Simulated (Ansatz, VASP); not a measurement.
## NiO in VASP and in Ansatz

Contents of INCAR:

```
SYSTEM = NiO
ALGO = Normal
EDIFF = 1E-7
EDIFFG = -0.01
ENCUT = 600
GGA = RE
IBRION = 2
ISIF = 3
ISMEAR = -1
ISPIN = 2
IVDW = 12
LASPH = .True.
LCHARG = .False.
LMAXMIX = 4
LORBIT = 11
LREAL = .False.
LWAVE = .False.
MAGMOM = 1 0
NELM = 100
NSW = 60
PREC = Accurate
SIGMA = 0.05
```

File KPOINTS:

```
k-points
0
Gamma
  11 11 11
  0 0 0
```

Contents of POSCAR:

```
NiO
1.0
    0.0000000000      2.0859016414      2.0859016414
    2.0859016414      0.0000000000      2.0859016414
    2.0859016414      2.0859016414      0.0000000000
Ni O
1 1
Direct
    0.0000000000      0.0000000000      0.0000000000
    0.5000000000      0.5000000000      0.5000000000
```

Contents of input.yaml:

```yaml
crystal:
  lattice:
    - [0.0, 2.0859016414, 2.0859016414]
    - [2.0859016414, 0.0, 2.0859016414]
    - [2.0859016414, 2.0859016414, 0.0]
  atoms:
    - { symbol: Ni, position: [0.0, 0.0, 0.0], spin: 1.0 }
    - { symbol: O, position: [0.5, 0.5, 0.5] }
hamiltonian:
  xc: revpbe
  pseudopotentials: { kind: paw }
  dispersion: d3bj
magnetization:
  spin_polarized: true
kpoints:
  mp_grid: { grid: [11, 11, 11] }
scf:
  occupations: { method: fermi_dirac, width: 0.05 }
output:
  forces: true
  stress: true
relax:
  f_tol: 0.01
  max_steps: 40
  cell: { stress_tol: 0.05 }
```

Alike in both runs: task relaxation of cell and atoms; functional revPBE; dispersion D3(BJ); k mesh 11 × 11 × 11; occupations fermi-dirac, width 0.05 eV; collinear spin, ferromagnetic start.

|  | VASP | Ansatz |
| --- | --- | --- |
| version | VASP 6.6.1 | Ansatz 0.2.0 |
| potentials or method | VASP PAW PBE potentials, release 64 (Ni, O) | Ansatz PAW |
| plane-wave cutoff (eV) | 600 | 420 |
| valence electrons in the cell | 16 | 24 |

VASP gave:

```
net moment per atom (μB)                                      : 0.91
size of the moment on the site where the two differ most (μB) : 0.28
relaxed volume (Å³/atom)                                      : 9.24
relaxed cell length with the largest relative difference (Å)  : 2.967
energy change over the relaxation (meV/atom)                  : -2
```

Question: What did Ansatz give for the same quantities?

Answer: net moment per atom (μB): 0.92; size of the moment on the site where the two differ most (μB): 0.30; relaxed volume (Å³/atom): 9.26; relaxed cell length with the largest relative difference (Å): 2.970; energy change over the relaxation (meV/atom): -3.

Site moments also hang on the region over which each program counts them. The two sets of potentials don't hold the same shells in valence.

Caveats: a cell with one magnetic atom can't hold antiferromagnetic order, which such compounds often take; the PAW data sets were made with another functional, which shifts forces and pressure a little (VASP); semilocal functionals often make such compounds metallic where correlation or magnetic order opens a gap, which also shifts bond lengths (VASP); pairwise dispersion overbinds metals, which lowers pressure and volume (VASP); the plane-wave basis is chosen anew once the cell has moved, so the energies of steps on either side of that aren't comparable (Ansatz); the pressure holds a Pulay correction of +0.7 GPa for the finite cutoff (Ansatz); the PAW data sets come from PBE, with cores solved anew for the run's functional, which leaves a small shift of forces and pressure (Ansatz). With open d or f shells a metallic result of revPBE can be an artefact of self-interaction; +U or a hybrid may open a gap. Zero-point motion and thermal expansion aren't in these numbers.
